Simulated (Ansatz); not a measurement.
# PtS2 (P-3m1) in Ansatz: further runs

One crystal, PtS2, is run at these levels: PBE, PBEsol; tasks: Born charges and dielectric tensor, phonons.

Everything below comes from runs of Ansatz 0.2.0. Logs are shortened: lines on timing, memory, paths and dates and some standing lists are left out, and cuts for length are marked.

## Step 1: The structure

Symmetry: P-3m1, No. 164, trigonal system. Conventional cell: a = 3.543 Å, b = 3.543 Å, c = 5.039 Å, α = 90.00°, β = 90.00°, γ = 120.00°. Pt (site symmetry -3m) is surrounded by 6 S at 2.34 Å. Around S (site symmetry 3m) lie 3 Pt at 2.34 Å.

## Step 2: Born charges and dielectric tensor, PBE

input.yaml reads:

```yaml
crystal:
  lattice:
    - [3.5432, 0.0, 0.0]
    - [-1.7716, 3.0685012107, 0.0]
    - [0.0, 0.0, 5.0388]
  atoms:
    - { symbol: Pt, position: [0.0, 0.0, 0.0] }
    - { symbol: S, position: [0.6666666667, 0.3333333333, 0.773] }
    - { symbol: S, position: [0.3333333333, 0.6666666667, 0.227] }
hamiltonian:
  xc: pbe
  pseudopotentials: { kind: paw }
kpoints:
  mp_grid: { grid: [9, 9, 5] }
scf:
  occupations: { method: fixed }
output:
  eigenvalues: true
dielectric:
  method: response
```

Potentials or basis: Ansatz PAW.

On the command line:

```sh
ansatz run input.yaml --threads 2 --pin off --max-ram 5632MiB --backend cpu --events-out ev --progress --plain --runs-dir out
```

The program printed:

```text
Warning: RAYON_NUM_THREADS=2 ignored (pool sized by the plan → 2); use --threads N
Engine: ansatz 0.2.0, aarch64-unknown-linux-gnu
Pseudopotentials: kind: paw
Pseudopotential: Pt, paw, valence charge 18, recommended cutoff 420 eV (normal), Pt.paw.azcp
Pseudopotential: S, paw, valence charge 6, recommended cutoff 420 eV (normal), S.paw.azcp
Functional definition: PBE
  parameter kappa = 0.804
  parameter beta = 0.06672455060314922
  exchange = pbe_x(kappa = kappa, mu = beta*pi^2/3)
  correlation = pbe_c(beta = beta)
Crystal: 3 atoms, lattice volume = 54.783 Å³
Basis set: ecut = 420 eV, 1043 PW (Γ), exchange–correlation on 48×48×72 points (8 copies of the dense FFT grid, shifted against one another)
Bands: 19, of which v1, the nominal top of the filled ones, is band 15 counted from 1 (14 counted from 0)
Symmetry: 12 space group operations
k-points: 115 of 405 (irreducible under 2 space group operations, time reversal used)
Non-local potential: Pt, projectors of the file, l = 0: 3, l = 1: 2, l = 2: 2, l = 3: 1
Non-local potential: S, projectors of the file, l = 0: 2, l = 1: 2, l = 2: 2
PAW form: soft (Blöchl's): semilocal exchange-correlation on the pseudo side does not see the compensation charge
PAW one-centre angular grid: Pt, 590 points (default); XC on 64 Gauss nodes
PAW one-centre angular grid: S, 110 points (default); XC on 64 Gauss nodes
Initial density: superposition of atomic densities (neutral atoms: chi_scale 0, normalization atom), corrected by the library's trained network
Initial wavefunctions: pseudopotential atomic-orbital guess
Functional: x = pbe(κ = 0.804, μ = 0.2195149727645171), c = pbe(β = 0.06672455060314922)
SCF iter   1: F=—  HF=-14328.057960 eV  |F-HF|=—  |Δ(HF+E_count)|=         —  Δρ=3.34e-3  dr2=6.32e-3  ethr=1.77e-3  ⟨swp⟩=5.0  Hψ=9738  notcnv=0  defer=230
preconditioner: auto → Resta (q_TF=auto, 2.468 Å⁻¹)  ε∞=6.6  [insulator: Δε(μ)=1.017 eV  Ē_g=9.972 eV  n_scr=20 (ndim 8)  ℏωp=23.5 eV  f_vac=0.021  ε∞_Penn≈6.6]
SCF iter   2: F=—  HF=-14328.057696 eV  |F-HF|=—  |Δ(HF+E_count)|=   2.64e-4  Δρ=1.76e-3  dr2=2.22e-3  ethr=2.11e-5  ⟨swp⟩=2.0  Hψ=4561  notcnv=0  defer=230
SCF iter   3: F=—  HF=-14328.057681 eV  |F-HF|=—  |Δ(HF+E_count)|=   1.52e-5  Δρ=4.65e-4  dr2=1.31e-4  ethr=7.41e-6  ⟨swp⟩=2.0  Hψ=3473  notcnv=0  defer=230
SCF iter   4: F=—  HF=-14328.057676 eV  |F-HF|=—  |Δ(HF+E_count)|=   5.49e-6  Δρ=1.93e-4  dr2=2.32e-5  ethr=4.38e-7  ⟨swp⟩=2.6  Hψ=3423  notcnv=0  defer=199
SCF iter   5: F=—  HF=-14328.057683 eV  |F-HF|=—  |Δ(HF+E_count)|=   7.57e-6  Δρ=7.19e-5  dr2=4.34e-6  ethr=7.73e-8  ⟨swp⟩=2.0  Hψ=3139  notcnv=0  defer=2
SCF iter   6: F=—  HF=-14328.057684 eV  |F-HF|=—  |Δ(HF+E_count)|=   1.04e-6  Δρ=3.01e-5  dr2=7.08e-7  ethr=1.45e-8  ⟨swp⟩=2.1  Hψ=3170  notcnv=0
SCF iter   7: F=—  HF=-14328.057685 eV  |F-HF|=—  |Δ(HF+E_count)|=   3.85e-7  Δρ=3.90e-6  dr2=1.02e-8  ethr=2.36e-9  ⟨swp⟩=2.0  Hψ=3219  notcnv=0
SCF iter   8: F=—  HF=-14328.057685 eV  |F-HF|=—  |Δ(HF+E_count)|=   1.99e-8  Δρ=8.72e-7  dr2=4.48e-10  ethr=3.40e-11  ⟨swp⟩=2.0  Hψ=3448  notcnv=0
SCF iter   9: F=-14328.057685 eV  HF=-14328.057685 eV  |F-HF|=4.73e-11  |Δ(HF+E_count)|=  9.97e-10  Δρ=2.24e-7  dr2=3.14e-11  ethr=1.00e-12  ⟨swp⟩=4.1  Hψ=7647  notcnv=0
SCF 1 converged in 9 iterations: F = -14328.057685 eV  dr2 = 3.14e-11
NSCF: frozen V_eff on 6 k-points
DFPT response loops at Γ: preconditioner auto → Resta (q_TF=auto, 2.468 Å⁻¹)  ε∞=7.7 (no band partly filled); β = 1.00, the filter's whole step (`scf.mixing.beta` (0.50) is not read by the response loops at its default; to damp them type it under 1.00, their step now; it binds the ground state too); Broyden in place of MSR1
── the response to a field inside a basis, on 12×12×8 k-points: an SCF that follows is theirs, and a resumed run solves both again ──
Bands: 16, of which v1, the nominal top of the filled ones, is band 15 counted from 1 (14 counted from 0)
k-points: 312 of 1152 (irreducible under 4 space group operations)
Initial density: handed on by an earlier stage of this run
Initial wavefunctions: pseudopotential atomic-orbital guess (no wavefunctions were taken with the density)
Eigensolver: Dense (312 Hₖ)
SCF iter   1: F=—  HF=-14328.051712 eV  |F-HF|=—  |Δ(HF+E_count)|=         —  Δρ=3.30e-4  dr2=9.45e-6  ethr=1.00e-1
preconditioner: auto → Resta (q_TF=auto, 2.468 Å⁻¹)  ε∞=11.1  [insulator: Δε(μ)=0.751 eV  Ē_g=7.389 eV  n_scr=20 (ndim 8)  ℏωp=23.5 eV  f_vac=0.021  ε∞_Penn≈11.1]
SCF iter   2: F=—  HF=-14328.051715 eV  |F-HF|=—  |Δ(HF+E_count)|=   2.73e-6  Δρ=1.70e-4  dr2=2.40e-6  ethr=3.15e-8
SCF iter   3: F=—  HF=-14328.051716 eV  |F-HF|=—  |Δ(HF+E_count)|=   1.48e-6  Δρ=1.51e-5  dr2=1.18e-7  ethr=8.00e-9
SCF iter   4: F=-14328.051716 eV  HF=-14328.051716 eV  |F-HF|=2.88e-9  |Δ(HF+E_count)|=   2.07e-9  Δρ=4.99e-6  dr2=6.29e-9  ethr=3.93e-10
SCF 1 converged in 4 iterations: F = -14328.051716 eV  dr2 = 6.29e-9
DFPT response loops at Γ: preconditioner auto → Resta (q_TF=auto, 2.468 Å⁻¹)  ε∞=8.9 (no band partly filled); β = 1.00, the filter's whole step (`scf.mixing.beta` (0.50) is not read by the response loops at its default; to damp them type it under 1.00, their step now; it binds the ground state too); Broyden in place of MSR1
SCF converged after 9 iterations
Free energy (F): -14328.057685 eV
Harris-Foulkes:  -14328.057685 eV  (|F-HF|=4.73e-11)
Internal energy: -14328.057685 eV  (E = F + TS)
E sigma→0 (E₀):  -14328.057685 eV
Fermi energy:    10.971811 eV
--- Per-component energies (eV) ---
  E_band       = -320.279349
  E_kinetic    = 855.116379
  E_local      = -3139.942345  (includes V_loc(G=0)·N_el)
  E_nonlocal   = 255.085977
  E_hartree    = 1243.844203
  E_xc         = -457.840010
  E_vxc        = -480.233382  (∫ρ·V_xc dr)
  E_paw        = -10654.117703  (= ΣΔE_a)
  E_vpaw       = -297.994546  (= ΣTr[D̂ρ^β])
  E_aug_tail   = 0.000189  (compensation charges beyond the density's cutoff)
  E_ewald      = -2430.204375
  E_smearing   = -0.000000  (= −TS)
  E_closure    = 0.000000  (closes the sum)
  Σ components = -14328.057685   (vs F -14328.057685, Δ=0.00e0)
--- Band table (eV; the first three rows and the last of 115) ---
  k-point 0: bands = ["-88.5568", "-42.8296", "-42.8296", "-42.6485", "-4.6098", "-1.3517", "3.9165", "3.9165", "4.0536", "6.9794", "6.9794", "9.1794", "9.8213", "9.8213", "10.8438", "13.4286", "13.4286", "15.7403", "16.7295"]
  k-point 1: bands = ["-88.5568", "-42.8296", "-42.8296", "-42.6485", "-4.5245", "-1.5922", "3.9234", "3.9234", "4.4499", "6.9713", "6.9713", "9.0366", "9.7547", "9.7547", "10.5071", "13.5862", "13.5862", "15.8614", "17.3343"]
  k-point 2: bands = ["-88.5568", "-42.8296", "-42.8296", "-42.6485", "-4.3631", "-1.9753", "3.9346", "3.9346", "5.1756", "6.9587", "6.9587", "8.5932", "9.6521", "9.6521", "10.1129", "13.8547", "13.8547", "16.3017", "18.1746"]
  k-point 114: bands = ["-88.5564", "-42.8479", "-42.8380", "-42.6458", "-2.8127", "-2.2827", "4.1761", "4.2688", "5.2548", "6.0159", "6.4564", "7.7823", "8.6074", "8.9966", "9.7349", "12.5202", "12.9996", "17.5156", "18.0161"]
--- Dielectric response (ions clamped): 3 representative field directions + reference, inside a basis on a mesh of 1152 k-points (Σ response iterations 15) ---
  ε∞ (high-frequency dielectric tensor):
       18.322689     0.000000    -0.000000
        0.000000    18.322689     0.000000
       -0.000000     0.000000     9.389215
  Born effective charges Z* (e; rows j = field, columns β = displacement):
    site 0:
         2.90203    0.00000   -0.00000
         0.00000    2.90203    0.00000
        -0.00000    0.00000   -0.60052
    site 1:
        -1.45102   -0.00000    0.00000
        -0.00000   -1.45102   -0.00000
         0.00000   -0.00000    0.30026
    site 2:
        -1.45102   -0.00000    0.00000
        -0.00000   -1.45102   -0.00000
         0.00000   -0.00000    0.30026
  Z* charge neutrality: 7.809e-4 e pre-enforcement
  solved inside a basis spanned on kpoints, on 12×12×8 k-points, its susceptibility summed on 14×14×10: ε∞ is read to err by 7.9e-2, Z* by 2.0e-2 e (field_mesh: kpoints solves on kpoints); Z* is corrected for what the basis lacks
```

Wall time 80 s (2 threads of Arm Neoverse V1, shared host); peak memory 1.3 GiB.

Results:

| Quantity | Value |
| --- | --- |
| Free energy | -14328.0577 eV |
| Band gap on the k mesh | 1.02 eV, indirect (least direct gap 1.07 eV) |
| Electronic dielectric tensor (diagonal) | 18.32, 18.32, 9.39 |
| Born charges (mean of the diagonal) | Pt +1.73; S -0.87 e |

Electronic dielectric tensor:
```
18.32  0.00  0.00
 0.00 18.32  0.00
 0.00  0.00  9.39
```

Born effective charge tensors (e):
atom 1, Pt
```
 2.90  0.00  0.00
 0.00  2.90  0.00
 0.00  0.00 -0.60
```
atom 2, S
```
-1.45  0.00  0.00
 0.00 -1.45  0.00
 0.00  0.00  0.30
```
atom 3, S
```
-1.45  0.00  0.00
 0.00 -1.45  0.00
 0.00  0.00  0.30
```

Caveat: odd divisions of the mesh miss points on the zone boundary, where band edges often lie, so the gap on the mesh can be too wide; spin-orbit coupling is left out, which moves the levels of the heavy elements.

## Step 3: Phonons, PBEsol

Edit input.yaml of step 2 so:

```diff
@@ -10,11 +10,11 @@
 hamiltonian:
-  xc: pbe
+  xc: pbesol
   pseudopotentials: { kind: paw }
 kpoints:
-  mp_grid: { grid: [9, 9, 5] }
+  mp_grid: { grid: [7, 7, 4] }
 scf:
   occupations: { method: fixed }
-output:
-  eigenvalues: true
-dielectric:
-  method: response
+phonons:
+  method: dfpt
+  dielectric: true
+  rigid_motions: translations
```

Potentials or basis: Ansatz PAW.

On the command line:

```sh
ansatz run input.yaml --threads 2 --pin off --max-ram 5632MiB --backend cpu --events-out ev --progress --plain --runs-dir out
```

The program printed:

```text
Warning: RAYON_NUM_THREADS=2 ignored (pool sized by the plan → 2); use --threads N
[... 4 set-up lines as earlier in the session ...]
Functional definition: PBEsol
  exchange = pbesol_x
  correlation = pbesol_c
Crystal: 3 atoms, lattice volume = 54.783 Å³
Basis set: ecut = 420 eV, 1043 PW (Γ), exchange–correlation on 48×48×72 points (8 copies of the dense FFT grid, shifted against one another)
Bands: 19, of which v1, the nominal top of the filled ones, is band 15 counted from 1 (14 counted from 0)
[... 1 set-up line as earlier in the session ...]
k-points: 60 of 196 (irreducible under 2 space group operations, time reversal used)
[... 3 set-up lines as earlier in the session ...]
PAW frozen core: Pt, regenerated for the run's functional, and the local potential with it (the file was generated under x = pbe(κ = 0.804, μ = 0.2195149727645171), c = pbe(β = 0.06672455060314922))
PAW frozen core: S, regenerated for the run's functional, and the local potential with it (the file was generated under x = pbe(κ = 0.804, μ = 0.2195149727645171), c = pbe(β = 0.06672455060314922))
[... 4 set-up lines as earlier in the session ...]
Functional: x = pbesol(κ = 0.804, μ = 0.12345679012345678), c = pbesol(β = 0.046)
SCF iter   1: F=—  HF=-14154.810942 eV  |F-HF|=—  |Δ(HF+E_count)|=         —  Δρ=4.67e-3  dr2=1.76e-2  ethr=1.77e-3  ⟨swp⟩=5.0  Hψ=5076  notcnv=0  defer=120
preconditioner: auto → Resta (q_TF=auto, 2.468 Å⁻¹)  ε∞=6.6  [insulator: Δε(μ)=0.739 eV  Ē_g=9.922 eV  n_scr=20 (ndim 8)  ℏωp=23.5 eV  f_vac=0.021  ε∞_Penn≈6.6]
SCF iter   2: F=—  HF=-14154.808345 eV  |F-HF|=—  |Δ(HF+E_count)|=   2.60e-3  Δρ=2.50e-3  dr2=3.91e-3  ethr=5.86e-5  ⟨swp⟩=2.0  Hψ=1751  notcnv=0  defer=120
SCF iter   3: F=—  HF=-14154.807765 eV  |F-HF|=—  |Δ(HF+E_count)|=   5.80e-4  Δρ=9.07e-4  dr2=6.54e-4  ethr=1.30e-5  ⟨swp⟩=2.0  Hψ=1808  notcnv=0  defer=120
[... 71 lines left out ...]
         2.85744    0.00000   -0.00000
         0.00000    2.85744    0.00000
        -0.00000    0.00000   -0.66766
    site 1:
        -1.42872   -0.00000    0.00000
        -0.00000   -1.42872   -0.00000
         0.00000   -0.00000    0.33383
    site 2:
        -1.42872   -0.00000    0.00000
        -0.00000   -1.42872   -0.00000
         0.00000   -0.00000    0.33383
  Z* charge neutrality: 6.967e-4 e pre-enforcement
  solved inside a basis spanned on kpoints, on 12×12×8 k-points, its susceptibility summed on 14×14×10: ε∞ is read to err by 9.4e-2, Z* by 2.5e-2 e (field_mesh: kpoints solves on kpoints); Z* is corrected for what the basis lacks
  optical modes at Γ without the LO–TO term, one row a degenerate level:
      ω (cm⁻¹)  modes    IR ((D/Å)²/amu)
        332.04      2             0.0000
        334.06      2             7.8068
        342.03      1             0.2131
        346.47      1             0.0000
  optical modes at Γ + LO–TO along q̂ = [1.0000, 0.0000, 0.0000]:
      ω (cm⁻¹)  modes    IR ((D/Å)²/amu)
        332.04      2             0.0000
        334.06      1             3.9034
        342.03      1             0.2131
        345.75      1             3.9034
        346.47      1             0.0000
  optical modes at Γ + LO–TO along q̂ = [0.0000, 1.0000, 0.0000]:
      ω (cm⁻¹)  modes    IR ((D/Å)²/amu)
        332.04      2             0.0000
        334.06      1             3.9034
        342.03      1             0.2131
        345.75      1             3.9034
        346.47      1             0.0000
  optical modes at Γ + LO–TO along q̂ = [0.0000, 0.0000, 1.0000]:
      ω (cm⁻¹)  modes    IR ((D/Å)²/amu)
        332.04      2             0.0000
        334.06      2             7.8068
        343.23      1             0.2131
        346.47      1             0.0000
```

It took 83 s on 2 threads of Arm Neoverse V1, shared host; peak memory 1.3 GiB.

What came out:

* Free energy: -14154.8077 eV
* Band gap on the k mesh: 0.76 eV, indirect (least direct gap 0.93 eV)
* Electronic dielectric tensor (diagonal): 19.12, 19.12, 10.08
* Born charges (mean of the diagonal): Pt +1.68; S -0.84 e
* Highest phonon frequency at Γ, LO-TO splitting left out: 346 cm⁻¹
* Static dielectric tensor (diagonal): 20.49, 20.49, 10.15

Phonon frequencies in cm⁻¹ (negative: imaginary):
| q point | frequencies |
| --- | --- |
| (0.000, 0.000, 0.000) | 0 0 0 332 332 334 334 342 346 |

Electronic dielectric tensor:
```
19.12  0.00  0.00
 0.00 19.12  0.00
 0.00  0.00 10.08
```

Born effective charge tensors (e):
atom 1, Pt
```
 2.86  0.00  0.00
 0.00  2.86  0.00
 0.00  0.00 -0.67
```
atom 2, S
```
-1.43  0.00  0.00
 0.00 -1.43  0.00
 0.00  0.00  0.33
```
atom 3, S
```
-1.43  0.00  0.00
 0.00 -1.43  0.00
 0.00  0.00  0.33
```

Static dielectric tensor, electrons and zone-centre modes:
```
20.49  0.00  0.00
 0.00 20.49  0.00
 0.00  0.00 10.15
```

Caveat: odd divisions of the mesh miss points on the zone boundary, where band edges often lie, so the gap on the mesh can be too wide; spin-orbit coupling is left out, which moves the levels of the heavy elements.
